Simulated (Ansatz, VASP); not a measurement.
## C in VASP and in Ansatz

File INCAR:

```
SYSTEM = C
PREC = Accurate ; ENCUT = 520
EDIFF = 1E-7 ; ISMEAR = 0
SIGMA = 0.1 ; LREAL = .False.
LASPH = .True. ; NELM = 100
ALGO = Normal ; ISIF = 2
LWAVE = .False. ; LCHARG = .False.
GGA = PS ; NBANDS = 16
```

KPOINTS

```
Automatic mesh
0
Gamma
  21 21 6
  0 0 0
```

POSCAR

```
C
1.0
    2.4645401130      0.0000000000      0.0000000000
   -1.2322700565      2.1343543465      0.0000000000
    0.0000000000      0.0000000000      6.5712941000
C
4
Direct
    0.0000000000      0.0000000000     -0.0368188513
    0.0000000000      0.0000000000      0.4631811487
    0.3333333333      0.6666666667      0.0418188513
    0.6666666667      0.3333333333      0.5418188513
```

Input for Ansatz:

```yaml
crystal:
  lattice:
    - [2.464540113, 0.0, 0.0]
    - [-1.2322700565, 2.1343543465, 0.0]
    - [0.0, 0.0, 6.5712941]
  atoms:
    - { symbol: C, position: [0.0, 0.0, -0.0368188513] }
    - { symbol: C, position: [0.0, 0.0, 0.4631811487] }
    - { symbol: C, position: [0.3333333333, 0.6666666667, 0.0418188513] }
    - { symbol: C, position: [0.6666666667, 0.3333333333, 0.5418188513] }
basis:
  ecutwfc: 420
kpoints:
  mp_grid: { grid: [21, 21, 6] }
hamiltonian:
  xc: pbesol
scf:
  occupations: { method: gaussian, width: 0.1 }
output:
  forces: true
  stress: true
  eigenvalues: true
```

Alike in both runs: task single point; functional PBEsol; k mesh 21 × 21 × 6; occupations gaussian, width 0.1 eV; no spin polarisation.

|  | VASP | Ansatz |
| --- | --- | --- |
| version | VASP 6.6.1 | Ansatz 0.2.0 |
| potentials or method | VASP PAW PBE potentials, release 64 (C) | scalar-relativistic, plane waves, PAW |
| plane-wave cutoff (eV) | 520 | 420 |
| valence electrons in the cell | 16 | 16 |

VASP gave:

| Item | Value |
| --- | --- |
| gap on the k mesh at the Fermi level (eV) | none |
| pressure (GPa) | -13.4 |
| largest component of the traceless stress (GPa) | 28.84 |
| rms of the force components (eV/Å) | 4.996 |

Q: Which values does Ansatz return?

A: gap on the k mesh at the Fermi level (eV): none; pressure (GPa): -14.0; largest component of the traceless stress (GPa): 28.38; rms of the force components (eV/Å): 5.022.

Atom by atom the forces differ by 0.026 eV/Å (rms over components). A gap of «none» marks a metal or a gap that the smearing closes. With one functional, cell and mesh, what is left measures potentials, basis and numerics.

Caveats: the PAW data sets were made with another functional, which shifts forces and pressure a little (VASP).
